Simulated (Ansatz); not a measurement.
# The stack of Y2COS MXene under 2H-MoTe2, upper layer turned by 180° under a gate, part 2 of 4

How does the stack of Y2COS MXene under 2H-MoTe2, upper layer turned by 180° take up charge from its gate?

Ansatz 0.2.0; plane-wave DFT, PBEsol-D3(BJ), Ansatz PAW.

So far. Step 2 (Relaxation): The lattice constant a goes from 3.514 to 3.516 Å.

## 3. Gated layer, added electrons 0, start network

The slab is cut off from its images along the normal. A charged sheet stands for each gate, the layer takes the opposite charge, and a barrier ahead of the sheet keeps electrons from leaking to it. The uncharged case sets the zero; a dense mesh is needed because few carriers fill a small part of the zone.

The cell differs from the one that the last finished run ended in (c 56.571 → 54.545 Å).

input.yaml

```yaml
crystal:
  lattice:
    - [3.5160475358, 0.0, 0.0]
    - [-1.7580237679, 3.0449864869, 0.0]
    - [0.0, 0.0, 54.5452859261]
  atoms:
    - { symbol: S, position: [0.3333333333, 0.6666666667, 0.3923345462] }
    - { symbol: "Y", position: [0.6666666667, 0.3333333333, 0.4230067932] }
    - { symbol: C, position: [0.0, 0.0, 0.4481041716] }
    - { symbol: "Y", position: [0.3333333333, 0.6666666667, 0.4797515412] }
    - { symbol: O, position: [0.6666666667, 0.3333333333, 0.493689374] }
    - { symbol: Te, position: [0.0, 0.0, 0.5422009546] }
    - { symbol: Mo, position: [0.3333333333, 0.6666666667, 0.5748557111] }
    - { symbol: Te, position: [0.0, 0.0, 0.6076654538] }
  periodic: [true, true, false]
  symmetry: { detect: true }
kpoints:
  mp_grid: { grid: [48, 48, 1] }
  band_path:
    path: [[0, 0, 0], [0.5, 0, 0], [0.33333333, 0.33333333, 0], [0, 0, 0]]
    npoints: 16
hamiltonian:
  xc: pbesol
  dispersion: d3bj
scf:
  occupations: { method: fermi_dirac, width: 0.02585 }
  convergence: { dr2_threshold: 1.0e-10 }
output:
  forces: true
  eigenvalues: true
  dos: { projected: true, e_range: [-3, 3], de: 0.01 }
  write_potential: true
  write_density: true
  volumetric_format: npy
  elf: true
external_charges:
  - { charge: 0, barrier: 10, axis: 3, height: 35.645, sigma: 0.25 }
```

Run with:

```bash
ansatz run input.yaml --threads 4 --pin off --max-ram 12288MiB --backend cpu --events-out ev --progress --plain --runs-dir out
```

Numbers of over 12 decimals in the logs are rounded to 6 here.

The log of the run:

```text
[...]
Crystal: 8 atoms, lattice volume = 583.979 Å³
Basis set: ecut = 420 eV, 11337 PW (Γ), exchange–correlation on 48×48×750 points (8 copies of the dense FFT grid, shifted against one another)
Bands: 51, of which v1, the nominal top of the filled ones, is band 42 counted from 1 (41 counted from 0)
Symmetry: 6 space group operations
[...]
k-points: 217 of 2304 (time reversal used)
[...]
SCF iter   1: F=—  HF=-27990.250949 eV  |F-HF|=—  |Δ(HF+E_count)|=         —  Δρ=1.37e-2  dr2=4.74e1  ethr=1.77e-3  ⟨swp⟩=24.7  Hψ=88721  notcnv=0  defer=91
[...]
SCF iter  26: F=-27989.843520 eV  HF=-27989.843520 eV  |F-HF|=6.55e-11  |Δ(HF+E_count)|=   1.67e-9  Δρ=3.66e-8  dr2=1.39e-11  ethr=1.00e-12  ⟨swp⟩=27.8  Hψ=97054  notcnv=0
SCF 1 converged in 26 iterations: F = -27989.843520 eV  dr2 = 1.39e-11
[...]
NSCF: frozen V_eff on 49 k-points
WARN: The output density's exchange-correlation potential varies sharply where the density is thin. Do not read a vacuum level from v_tot or v_xc, or from such a field of the output density. On a cell that repeats whose density bears no net charge and no dipole along the vacuum's axis use v_es (v_loc + v_h of the components); under efield.dipole_correction with no amplitude use v_es + v_field, which holds any externa [...]
SCF converged after 26 iterations
Free energy (F): -27989.843520 eV
[...]
Internal energy: -27989.834328 eV  (E = F + TS)
E sigma→0 (E₀):  -27989.838924 eV
Entropy (-TS):   -0.009193 eV (-1.149 meV/atom)
Fermi energy:    -5.660220 eV
[...]
--- Forces (eV/Å), atoms and charges each counted from 1 ---
  atom   1  S      0.00000000     0.00000000     0.01384636
  atom   2  Y      0.00000000    -0.00000000    -0.02027415
  atom   3  C      0.00000000     0.00000000    -0.00030788
  atom   4  Y     -0.00000000    -0.00000000     0.00842490
  atom   5  O      0.00000000     0.00000000    -0.00346486
  atom   6  Te     0.00000000     0.00000000     0.00439164
  atom   7  Mo     0.00000000    -0.00000000    -0.02207691
  atom   8  Te     0.00000000    -0.00000000    -0.23486723
  external charge   1     0.00000000     0.00000000     0.25432828
  max |Σ_I F_I| component, the external charges' with the atoms': 1.40e-7 eV/Å
--- Band table (eV; the first three rows and the last of 217) ---
  k-point 0: bands = [... 38 lower, -6.3076, -6.0987, -5.4923, -4.6295, -4.6295, -2.4481, -2.4481, -2.1476, ... 5 higher]
  k-point 1: bands = [... 38 lower, -6.3064, -6.0722, -5.4862, -4.6582, -4.6390, -2.4780, -2.4423, -2.1879, ... 5 higher]
  k-point 2: bands = [... 38 lower, -6.3029, -6.0241, -5.4686, -4.7414, -4.6667, -2.5628, -2.4253, -2.3008, ... 5 higher]
  k-point 216: bands = [... 38 lower, -7.1331, -6.8260, -6.3903, -6.1932, -5.6078, -4.5235, -3.5735, -3.0135, ... 5 higher]
```

Wall time 7.9 min (4 threads of Arm Neoverse V1, shared host); peak memory 4 GiB.

Reading the cycles: dr2 is the Hartree energy of the density residual (eV), the measure of convergence; HF is the Harris–Foulkes estimate of the energy, which meets the free energy F at convergence.

This step gave:

```yaml
energy_at_zero_smearing: -27989.8389 eV
potential_beyond_the_upper_barrier_and_gate_less_the_barrier_from_the_fermi_level: 4.529 eV
```

Running mean over a fixed 2.8 Å (it still follows the layers) of the planar mean; beyond a gate it holds the 10 eV model barrier. The electron's electrostatic potential energy less the Fermi level by z:

z (Å), electron's electrostatic potential energy less the Fermi level (eV) and a bar from the least value:
```
        4        6.8 ###################
        5        6.8 ###################
        6        6.8 ###################
        7        6.8 ###################
        8        6.8 ###################
        9        6.8 ###################
       10        6.8 ###################
       11        6.8 ###################
       12        6.8 ###################
       13        6.8 ###################
       14        6.8 ###################
       15        6.8 ###################
       16        6.8 ###################
       17        6.8 ###################
       18        6.8 ###################
       19        6.6 ###################
       20        4.1 ################
       21        0.2 ##########
       22       -5.5 ###
       23       -6.8 #
       24       -6.0 ##
       25       -5.6 ##
       26       -7.0 #
       27       -5.1 ###
       28       -1.3 ########
       29       -0.2 ##########
       30       -4.7 ####
       31       -7.4 
       32       -6.9 #
       33       -3.2 ######
       34        0.8 ###########
       35        5.5 ##################
       36       10.7 #########################
       37       14.1 #############################
       38       14.5 ##############################
       39       14.5 ##############################
       40       14.5 ##############################
       41       14.5 ##############################
       42       14.5 ##############################
       43       14.5 ##############################
       44       14.5 ##############################
       45       14.5 ##############################
       46       14.5 ##############################
       47       14.5 ##############################
       48       14.5 ##############################
       49       14.5 ##############################
       50       14.5 ##############################
```

The density of states has structure finer than the step of the table below, so its rows give means over 0.2 eV, whole bins alone (the curve runs from -3 to 1.99 eV). Peaks (eV: height): -2.25: 13.6, -1.68: 13.4, -1.36: 16.1, -0.92: 14.8, -0.64: 16.5, -0.25: 14.3, 1.56: 12.7.

The density of states by energy, zero at the Fermi level; means over each step:

| energy (eV) | density of states (states/eV a cell) |
| --- | --- |
| -2.8 | 6.58 |
| -2.6 | 8.28 |
| -2.4 | 7.82 |
| -2.2 | 8.14 |
| -2.0 | 3.46 |
| -1.8 | 6.75 |
| -1.6 | 4.80 |
| -1.4 | 9.04 |
| -1.2 | 7.98 |
| -1.0 | 8.01 |
| -0.8 | 8.21 |
| -0.6 | 8.80 |
| -0.4 | 6.99 |
| -0.2 | 7.12 |
| 0.0 | 4.27 |
| 0.2 | 4.36 |
| 0.4 | 2.00 |
| 0.6 | 0.728 |
| 0.8 | 0.543 |
| 1.0 | 0.299 |
| 1.2 | 0.471 |
| 1.4 | 2.23 |
| 1.6 | 5.18 |
| 1.8 | 5.13 |

Projected DOS per atom over height of the atomic layer and energy from the Fermi level. Layers: S Y C Y O Te Mo Te from below.

Ten even steps from '0' (0.00 states/eV) to '9' (3.02 states/eV), each cell a mean:
```
00000192
00000182
00000181
00000010
00000000
00000000
10100000
40600000
20500010
41610141
31400361
43600263
73611232
42400342
72301464
20000252
73401131
31000131
52106242
31118242
31029132
31028133
```
Columns: height of the atomic layer (Å) from 21.4 to 33.1 (not evenly spaced); rows upwards: energy from the Fermi level (eV) from -2.98 to 1.97.

Electronic bands along the path, in eV, zero at the Fermi level:

| point | band 39 | band 40 | band 41 | band 42 | band 43 | band 44 | band 45 | band 46 |
| --- | --- | --- | --- | --- | --- | --- | --- | --- |
| Γ | -0.65 | -0.44 | 0.17 | 1.03 | 1.03 | 3.21 | 3.21 | 3.51 |
| halfway | -0.86 | -0.65 | -0.63 | 0.12 | 0.40 | 1.68 | 2.27 | 2.43 |
| M | -0.92 | -0.70 | -0.25 | -0.25 | 0.32 | 1.48 | 1.86 | 2.41 |
| halfway | -1.39 | -0.94 | -0.65 | -0.24 | -0.10 | 1.45 | 2.13 | 2.59 |
| K | -1.47 | -1.17 | -0.73 | -0.53 | 0.05 | 1.14 | 2.09 | 2.65 |
| halfway | -0.66 | -0.63 | -0.53 | -0.26 | 0.17 | 1.49 | 1.92 | 2.20 |
| Γ | -0.65 | -0.44 | 0.17 | 1.03 | 1.03 | 3.21 | 3.21 | 3.51 |

Force by atom:

| atom | x (eV/Å) | y (eV/Å) | z (eV/Å) | size |
| --- | --- | --- | --- | --- |
| S1 | 0.000 | 0.000 | 0.014 | 0.014 |
| Y2 | 0.000 | 0.000 | -0.020 | 0.020 |
| C3 | 0.000 | 0.000 | 0.000 | 0.000 |
| Y4 | 0.000 | 0.000 | 0.008 | 0.008 |
| O5 | 0.000 | 0.000 | -0.003 | 0.003 |
| Te6 | 0.000 | 0.000 | 0.004 | 0.004 |
| Mo7 | 0.000 | 0.000 | -0.022 | 0.022 |
| Te8 | 0.000 | 0.000 | -0.235 | 0.235 |

Electrostatic potential energy in the ca plane at fractional y = 0.667, with atoms of S and Y and Mo within 0.2 Å of it. With pseudopotentials it is smooth inside the atoms' cores, unlike the true potential.

Values in eV, 5 rows by 16 columns, each cell a mean:
```
  1   1   1   1   1   0  -5 -14  -7  -3  -5  -3  -2 -11 -14  -5
  1   1   1   1   1  -3  -6 -10  -6  -4 -12  -6  -2  -7 -10 -10
  1   1   1   1  -1 -28 -24  -4  -3 -11 -48 -26  -3  -3  -7 -44
  1   1   1   1  -1 -33 -29  -4  -2 -14 -54 -33  -4  -2  -8 -51
  1   1   1   1   0 -11 -11  -7  -4  -6 -25 -12  -2  -5  -8 -22
```
Columns run along c (16.0 Å, from fractional 0.29 to 0.58 of the cell; values clipped at the 3rd and 97th percentile), rows up along a (3.5 Å). Atoms in or near the plane, at fractional coordinates: S at (0.39, 0.33), Y at (0.48, 0.33), Mo at (0.57, 0.33).

Valence density in the ca plane at fractional y = 0.667, with atoms of S and Y and Mo within 0.2 Å of it. It is the smooth field of the valence electrons, not physical close to the nuclei.

Values in e/Å³, 5 rows by 16 columns, each cell a mean:
```
0.3 0.3 0.3 0.1 0.3 0.1 0.2 0.5 0.2 0.2 0.4 0.3 0.0 0.0 0.0 0.0
0.2 0.2 0.2 0.3 0.3 0.1 0.2 0.4 0.4 0.4 0.4 0.2 0.0 0.0 0.0 0.0
0.2 0.1 0.2 2.1 1.5 0.1 0.1 0.2 2.3 3.0 0.3 0.1 0.0 0.0 0.0 0.0
0.3 0.1 0.2 2.7 2.1 0.1 0.1 0.2 3.3 4.2 0.3 0.1 0.0 0.0 0.0 0.0
0.2 0.2 0.2 0.7 0.6 0.1 0.1 0.3 0.7 0.9 0.3 0.2 0.0 0.0 0.0 0.0
```
Columns run along c (16.0 Å, from fractional 0.41 to 0.71 of the cell), rows up along a (3.5 Å). Atoms in or near the plane, at fractional coordinates: Y at (0.48, 0.33), Mo at (0.57, 0.33).

ELF in the ca plane at fractional y = 0.667, with atoms of S and Y and Mo within 0.2 Å of it. It is the smooth field of the valence electrons, not physical close to the nuclei.

Ten even steps from '0' (0.00) to '9' (0.86), each cell a mean:
```
12323676211355312666566433466567875200000000
13323687311466312666556533565567875300000000
11212675101133201566665322356667764100000000
41012442257521001355653344335655421000000000
84112211699983000123433788733432100000000000
96211212895796100012224855842211000000000000
85211212797995000012324777732321000000000000
62112321489851000234543577534543210000000000
21112563123211101466664222246666642100000000
```
Columns run along c (16.0 Å, from fractional 0.41 to 0.71 of the cell), rows up along a (3.5 Å). Atoms in or near the plane, at fractional coordinates: Y at (0.48, 0.33), Mo at (0.57, 0.33).

There is no gap.

## 4. Gated layer, added electrons -1×10¹³ per cm², start atoms

input.yaml: that of step 3 with these lines changed.

```diff
@@ -16,7 +16,5 @@
   symmetry: { detect: true }
+total_charge: 0.010706
 kpoints:
   mp_grid: { grid: [48, 48, 1] }
-  band_path:
-    path: [[0, 0, 0], [0.5, 0, 0], [0.33333333, 0.33333333, 0], [0, 0, 0]]
-    npoints: 16
 hamiltonian:
@@ -30,3 +28,2 @@
   eigenvalues: true
-  dos: { projected: true, e_range: [-3, 3], de: 0.01 }
   write_potential: true
@@ -34,4 +31,4 @@
   volumetric_format: npy
-  elf: true
 external_charges:
   - { charge: 0, barrier: 10, axis: 3, height: 35.645, sigma: 0.25 }
+  - { charge: -0.010706, axis: 3, height: 37.145, sigma: 0.33 }
```

The log of the run:

```text
[...]
Crystal: 8 atoms, lattice volume = 583.979 Å³
Basis set: ecut = 420 eV, 11337 PW (Γ), exchange–correlation on 48×48×750 points (8 copies of the dense FFT grid, shifted against one another)
Bands: 51, of which v1, the nominal top of the filled ones, is band 42 counted from 1 (41 counted from 0)
Symmetry: 6 space group operations
[...]
k-points: 217 of 2304 (time reversal used)
[...]
SCF iter   1: F=—  HF=-28000.572484 eV  |F-HF|=—  |Δ(HF+E_count)|=         —  Δρ=5.98e-2  dr2=2.85e2  ethr=3.10e-3  ⟨swp⟩=13.0  Hψ=72528  notcnv=0
[...]
SCF iter  19: F=-27989.792398 eV  HF=-27989.792398 eV  |F-HF|=3.53e-10  |Δ(HF+E_count)|=   2.28e-9  Δρ=3.74e-8  dr2=2.22e-11  ethr=1.00e-12  ⟨swp⟩=35.9  Hψ=112190  notcnv=0
SCF 1 converged in 19 iterations: F = -27989.792398 eV  dr2 = 2.22e-11
[...]
SCF converged after 19 iterations
Free energy (F): -27989.792398 eV
[...]
Internal energy: -27989.782977 eV  (E = F + TS)
E sigma→0 (E₀):  -27989.787687 eV
Entropy (-TS):   -0.009420 eV (-1.178 meV/atom)
Fermi energy:    -5.923559 eV
[...]
--- Forces (eV/Å), atoms and charges each counted from 1 ---
  atom   1  S      0.00000000     0.00000000     0.01389134
  atom   2  Y      0.00000000    -0.00000000    -0.02006096
  atom   3  C      0.00000000    -0.00000000    -0.00115288
  atom   4  Y      0.00000000    -0.00000000     0.01249363
  atom   5  O      0.00000000     0.00000000    -0.00660112
  atom   6  Te     0.00000000     0.00000000     0.00275369
  atom   7  Mo    -0.00000000    -0.00000000    -0.03796425
  atom   8  Te     0.00000000     0.00000000    -0.20747065
  external charge   1     0.00000000     0.00000000     0.24508327
  external charge   2     0.00000000     0.00000000    -0.00097151
  max |Σ_I F_I| component, the external charges' with the atoms': 5.73e-7 eV/Å
--- Band table (eV; the first three rows and the last of 217) ---
  k-point 0: bands = [... 38 lower, -6.5709, -6.3488, -5.7522, -4.8929, -4.8929, -2.6957, -2.6957, -2.3956, ... 5 higher]
  k-point 1: bands = [... 38 lower, -6.5697, -6.3236, -5.7462, -4.9215, -4.9024, -2.7256, -2.6900, -2.4358, ... 5 higher]
  k-point 2: bands = [... 38 lower, -6.5663, -6.2767, -5.7291, -5.0047, -4.9301, -2.8101, -2.6729, -2.5487, ... 5 higher]
  k-point 216: bands = [... 38 lower, -7.3964, -7.0892, -6.6535, -6.4561, -5.8600, -4.7758, -3.8176, -3.2635, ... 5 higher]
```

Elapsed: 7.4 min, on 4 threads; peak memory 4 GiB; 29 min of CPU time.

Numbers from this step:

```yaml
energy_at_zero_smearing: -27989.7877 eV
potential_beyond_the_upper_barrier_and_gate_less_the_barrier_from_the_fermi_level: 5.056 eV
```

Force by atom:

| atom | x (eV/Å) | y (eV/Å) | z (eV/Å) | size |
| --- | --- | --- | --- | --- |
| S1 | 0.000 | 0.000 | 0.014 | 0.014 |
| Y2 | 0.000 | 0.000 | -0.020 | 0.020 |
| C3 | 0.000 | 0.000 | -0.001 | 0.001 |
| Y4 | 0.000 | 0.000 | 0.012 | 0.012 |
| O5 | 0.000 | 0.000 | -0.007 | 0.007 |
| Te6 | 0.000 | 0.000 | 0.003 | 0.003 |
| Mo7 | 0.000 | 0.000 | -0.038 | 0.038 |
| Te8 | 0.000 | 0.000 | -0.207 | 0.207 |

Against the uncharged case this takes -0.53 V.

## 5. Gated layer, added electrons -2×10¹³ per cm², start atoms

input.yaml: that of step 4 with these lines changed.

```diff
@@ -16,3 +16,3 @@
   symmetry: { detect: true }
-total_charge: 0.010706
+total_charge: 0.021413
 kpoints:
@@ -33,2 +33,2 @@
   - { charge: 0, barrier: 10, axis: 3, height: 35.645, sigma: 0.25 }
-  - { charge: -0.010706, axis: 3, height: 37.145, sigma: 0.33 }
+  - { charge: -0.021413, axis: 3, height: 37.145, sigma: 0.33 }
```

The log of the run:

```text
[...]
Crystal: 8 atoms, lattice volume = 583.979 Å³
Basis set: ecut = 420 eV, 11337 PW (Γ), exchange–correlation on 48×48×750 points (8 copies of the dense FFT grid, shifted against one another)
Bands: 51, of which v1, the nominal top of the filled ones, is band 42 counted from 1 (41 counted from 0)
Symmetry: 6 space group operations
[...]
k-points: 217 of 2304 (time reversal used)
[...]
--- Band table (eV; the first three rows and the last of 217) ---
  k-point 0: bands = [... 38 lower, -6.8348, -6.5999, -6.0128, -5.1568, -5.1568, -2.9452, -2.9452, -2.6448, ... 5 higher]
  k-point 1: bands = [... 38 lower, -6.8336, -6.5758, -6.0070, -5.1855, -5.1663, -2.9750, -2.9395, -2.6850, ... 5 higher]
  k-point 2: bands = [... 38 lower, -6.8302, -6.5302, -5.9904, -5.2687, -5.1941, -3.0593, -2.9225, -2.7978, ... 5 higher]
  k-point 216: bands = [... 38 lower, -7.6603, -7.3529, -6.9172, -6.7197, -6.1137, -5.0296, -4.0633, -3.5151, ... 5 higher]
[key lines of the parts left out:]
SCF converged after 19 iterations
Free energy (F): -27989.735989 eV
Fermi energy:    -6.187464 eV
```

Wall time 7.5 min (4 threads); peak memory 4 GiB.

Against the uncharged case this takes -1.05 V.

## 6. Gated layer, added electrons -4×10¹³ per cm², start atoms

input.yaml: that of step 5 with these lines changed.

```diff
@@ -16,3 +16,3 @@
   symmetry: { detect: true }
-total_charge: 0.021413
+total_charge: 0.042825
 kpoints:
@@ -33,2 +33,2 @@
   - { charge: 0, barrier: 10, axis: 3, height: 35.645, sigma: 0.25 }
-  - { charge: -0.021413, axis: 3, height: 37.145, sigma: 0.33 }
+  - { charge: -0.042825, axis: 3, height: 37.145, sigma: 0.33 }
```

The log of the run:

```text
[...]
Crystal: 8 atoms, lattice volume = 583.979 Å³
Basis set: ecut = 420 eV, 11337 PW (Γ), exchange–correlation on 48×48×750 points (8 copies of the dense FFT grid, shifted against one another)
Bands: 51, of which v1, the nominal top of the filled ones, is band 42 counted from 1 (41 counted from 0)
Symmetry: 6 space group operations
[...]
k-points: 217 of 2304 (time reversal used)
[...]
--- Band table (eV; the first three rows and the last of 217) ---
  k-point 0: bands = [... 38 lower, -7.3643, -7.1043, -6.5364, -5.6865, -5.6865, -3.4493, -3.4493, -3.1462, ... 5 higher]
  k-point 1: bands = [... 38 lower, -7.3632, -7.0822, -6.5309, -5.7152, -5.6960, -3.4789, -3.4436, -3.1862, ... 5 higher]
  k-point 2: bands = [... 38 lower, -7.3597, -7.0390, -6.5152, -5.7984, -5.7237, -3.5628, -3.4270, -3.2987, ... 5 higher]
  k-point 216: bands = [... 38 lower, -8.1712, -7.8822, -7.4465, -7.2487, -6.6251, -5.5413, -4.5587, -4.0223, ... 5 higher]
[key lines of the parts left out:]
SCF converged after 19 iterations
Free energy (F): -27989.607291 eV
Fermi energy:    -6.717007 eV
```

Elapsed: 7.7 min, on 4 threads; peak memory 4 GiB.

Against the uncharged case this takes -2.11 V.

## 7. Gated layer, added electrons -7×10¹³ per cm², start atoms

input.yaml: that of step 6 with these lines changed.

```diff
@@ -16,3 +16,3 @@
   symmetry: { detect: true }
-total_charge: 0.042825
+total_charge: 0.074944
 kpoints:
@@ -33,2 +33,2 @@
   - { charge: 0, barrier: 10, axis: 3, height: 35.645, sigma: 0.25 }
-  - { charge: -0.042825, axis: 3, height: 37.145, sigma: 0.33 }
+  - { charge: -0.074944, axis: 3, height: 37.145, sigma: 0.33 }
```

The log of the run:

```text
[...]
Crystal: 8 atoms, lattice volume = 583.979 Å³
Basis set: ecut = 420 eV, 11337 PW (Γ), exchange–correlation on 48×48×750 points (8 copies of the dense FFT grid, shifted against one another)
Bands: 51, of which v1, the nominal top of the filled ones, is band 42 counted from 1 (41 counted from 0)
Symmetry: 6 space group operations
[...]
k-points: 217 of 2304 (time reversal used)
[...]
--- Band table (eV; the first three rows and the last of 217) ---
  k-point 0: bands = [... 38 lower, -8.1634, -7.8660, -7.3277, -6.4857, -6.4857, -4.2169, -4.2169, -3.9051, ... 5 higher]
  k-point 1: bands = [... 38 lower, -8.1622, -7.8463, -7.3227, -6.5143, -6.4952, -4.2466, -4.2115, -3.9449, ... 5 higher]
  k-point 2: bands = [... 38 lower, -8.1587, -7.8064, -7.3082, -6.5975, -6.5229, -4.3303, -4.1961, -4.0567, ... 5 higher]
  k-point 216: bands = [... 38 lower, -8.9289, -8.6808, -8.2452, -8.0474, -7.4013, -6.3183, -5.3115, -4.7925, ... 5 higher]
[key lines of the parts left out:]
SCF converged after 22 iterations
Free energy (F): -27989.374310 eV
Fermi energy:    -7.515950 eV
```

Elapsed: 7.8 min, on 4 threads; peak memory 4 GiB.

Against the uncharged case this takes -3.71 V.

(Part 2 of 4 ends here.)

[Logs are printed without paths, hosts, clocks, repeated set-up lines and the standing remarks that a program may print on its own settings, such as how far it seeks lower states.]

[Hosts, paths, dates, database ids (printed as entryN), source tags and the programs' standing remarks are cut or masked in the printed files.]

[Maps of the electrostatic potential energy from Ansatz leave out the sawtooth potential of an applied field or a dipole correction, so their vacuum need not be flat; planar profiles and work functions include it.]
